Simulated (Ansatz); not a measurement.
# Bands of CdS

```
CELL_PARAMETERS angstrom
0.00000 2.94295 2.94295
2.94295 0.00000 2.94295
2.94295 2.94295 0.00000
ATOMIC_POSITIONS crystal
Cd 0.00000 0.00000 0.00000
S 0.75000 0.75000 0.75000
```

Atoms are numbered in the order listed.

Structure from Materials Project entry mp-2469 (possibly hypothetical), not relaxed further.

Level of theory: DFT, PBEsol, all-electron LAPW, scalar-relativistic in Ansatz 0.2.0.

Settings: a Γ-centred 7×7×7 k mesh, Fermi–Dirac smearing of 0.02 eV, basis error target 0.5 meV/atom, no spin polarisation.

Points in fractions of the reciprocal vectors of this cell: Γ (0, 0, 0), X (-0.5, -0.5, 0), U (-0.375, -0.375, 0.25), K (-0.375, 0, 0.375), L (0, 0, 0.5), W (-0.5, -0.25, 0.25). The path joins them by straight lines in the order Γ–X–U–K–Γ–L–W–X; legs that retrace an earlier one aren't tabulated. Energies are in eV from the top of the valence band.

Question: Metal or insulator at this level of theory?

Answer: An insulator or semiconductor: gap 0.95 eV, direct at Γ.

Question: Tabulate bands 13 to 19, counted from the lowest band of the run, along the path.

Answer: 
| k (1/Å) | point | band 13 | band 14 | band 15 | band 16 | band 17 | band 18 | band 19 |
| --- | --- | --- | --- | --- | --- | --- | --- | --- |
| 0.00 | Γ | -7.18 | -7.18 | 0.00 | 0.00 | 0.00 | 0.95 | 6.43 |
| 0.15 |  | -7.18 | -7.17 | -0.50 | -0.11 | -0.11 | 1.49 | 6.16 |
| 0.30 |  | -7.20 | -7.16 | -1.24 | -0.40 | -0.40 | 2.32 | 5.59 |
| 0.46 |  | -7.20 | -7.15 | -1.97 | -0.78 | -0.78 | 3.11 | 4.97 |
| 0.61 |  | -7.16 | -7.13 | -2.65 | -1.18 | -1.18 | 3.63 | 4.49 |
| 0.76 |  | -7.11 | -7.02 | -3.26 | -1.51 | -1.51 | 3.68 | 4.29 |
| 0.91 |  | -7.10 | -6.84 | -3.71 | -1.74 | -1.74 | 3.51 | 4.24 |
| 1.07 | X | -7.10 | -6.76 | -3.89 | -1.81 | -1.81 | 3.44 | 4.22 |
| 1.12 |  | -7.10 | -6.76 | -3.89 | -1.84 | -1.81 | 3.47 | 4.24 |
| 1.18 |  | -7.10 | -6.74 | -3.88 | -1.91 | -1.78 | 3.55 | 4.31 |
| 1.23 |  | -7.11 | -6.72 | -3.88 | -2.02 | -1.75 | 3.67 | 4.43 |
| 1.28 |  | -7.11 | -6.70 | -3.87 | -2.15 | -1.70 | 3.79 | 4.61 |
| 1.34 |  | -7.12 | -6.67 | -3.87 | -2.27 | -1.63 | 3.90 | 4.83 |
| 1.39 |  | -7.13 | -6.65 | -3.86 | -2.38 | -1.56 | 4.01 | 5.07 |
| 1.44 | U | -7.14 | -6.64 | -3.86 | -2.46 | -1.47 | 4.11 | 5.29 |
| 1.54 |  | -7.14 | -6.63 | -3.86 | -2.46 | -1.48 | 4.25 | 5.38 |
| 1.63 |  | -7.15 | -6.63 | -3.86 | -2.40 | -1.57 | 4.56 | 5.44 |
| 1.73 |  | -7.16 | -6.63 | -3.85 | -2.33 | -1.66 | 4.88 | 5.43 |
| 1.82 |  | -7.16 | -6.63 | -3.85 | -2.33 | -1.66 | 4.88 | 5.43 |
| 1.91 |  | -7.15 | -6.63 | -3.86 | -2.40 | -1.57 | 4.56 | 5.44 |
| 2.01 |  | -7.14 | -6.63 | -3.86 | -2.46 | -1.48 | 4.25 | 5.38 |
| 2.10 | K | -7.14 | -6.64 | -3.86 | -2.46 | -1.47 | 4.11 | 5.29 |
| 2.26 |  | -7.16 | -6.68 | -3.82 | -2.46 | -1.18 | 4.33 | 5.66 |
| 2.42 |  | -7.18 | -6.86 | -3.58 | -2.13 | -0.85 | 4.24 | 5.89 |
| 2.58 |  | -7.20 | -7.07 | -3.07 | -1.62 | -0.54 | 3.75 | 6.07 |
| 2.75 |  | -7.20 | -7.15 | -2.36 | -1.03 | -0.30 | 3.07 | 5.86 |
| 2.91 |  | -7.19 | -7.17 | -1.50 | -0.49 | -0.12 | 2.30 | 5.93 |
| 3.07 |  | -7.18 | -7.18 | -0.60 | -0.13 | -0.03 | 1.51 | 6.23 |
| 3.23 | Γ | -7.18 | -7.18 | 0.00 | 0.00 | 0.00 | 0.95 | 6.43 |
| 3.36 |  | -7.18 | -7.18 | -0.47 | -0.04 | -0.04 | 1.36 | 6.31 |
| 3.50 |  | -7.18 | -7.18 | -1.24 | -0.15 | -0.15 | 1.96 | 6.10 |
| 3.63 |  | -7.18 | -7.18 | -2.07 | -0.30 | -0.30 | 2.44 | 6.04 |
| 3.76 |  | -7.17 | -7.17 | -2.87 | -0.46 | -0.46 | 2.72 | 6.26 |
| 3.89 |  | -7.16 | -7.11 | -3.58 | -0.60 | -0.60 | 2.83 | 6.67 |
| 4.02 |  | -7.15 | -6.91 | -4.10 | -0.69 | -0.69 | 2.85 | 6.91 |
| 4.16 | L | -7.14 | -6.82 | -4.31 | -0.72 | -0.72 | 2.85 | 6.89 |
| 4.26 |  | -7.14 | -6.81 | -4.28 | -0.88 | -0.76 | 3.02 | 6.61 |
| 4.37 |  | -7.15 | -6.78 | -4.21 | -1.25 | -0.87 | 3.43 | 6.19 |
| 4.48 |  | -7.15 | -6.74 | -4.09 | -1.68 | -1.06 | 3.95 | 5.83 |
| 4.59 |  | -7.16 | -6.69 | -3.97 | -2.06 | -1.31 | 4.45 | 5.57 |
| 4.69 |  | -7.16 | -6.64 | -3.87 | -2.30 | -1.60 | 4.86 | 5.43 |
| 4.80 |  | -7.17 | -6.60 | -3.83 | -2.32 | -1.90 | 5.13 | 5.36 |
| 4.91 | W | -7.17 | -6.59 | -3.83 | -2.19 | -2.13 | 5.25 | 5.30 |
| 4.99 |  | -7.16 | -6.59 | -3.83 | -2.18 | -2.11 | 5.12 | 5.18 |
| 5.06 |  | -7.14 | -6.62 | -3.84 | -2.13 | -2.07 | 4.74 | 5.01 |
| 5.14 |  | -7.13 | -6.65 | -3.85 | -2.05 | -2.01 | 4.33 | 4.79 |
| 5.22 |  | -7.11 | -6.69 | -3.87 | -1.97 | -1.94 | 3.97 | 4.57 |
| 5.29 |  | -7.10 | -6.72 | -3.88 | -1.89 | -1.88 | 3.68 | 4.38 |
| 5.37 |  | -7.10 | -6.75 | -3.89 | -1.83 | -1.83 | 3.50 | 4.26 |
| 5.44 | X | -7.10 | -6.76 | -3.89 | -1.81 | -1.81 | 3.44 | 4.22 |
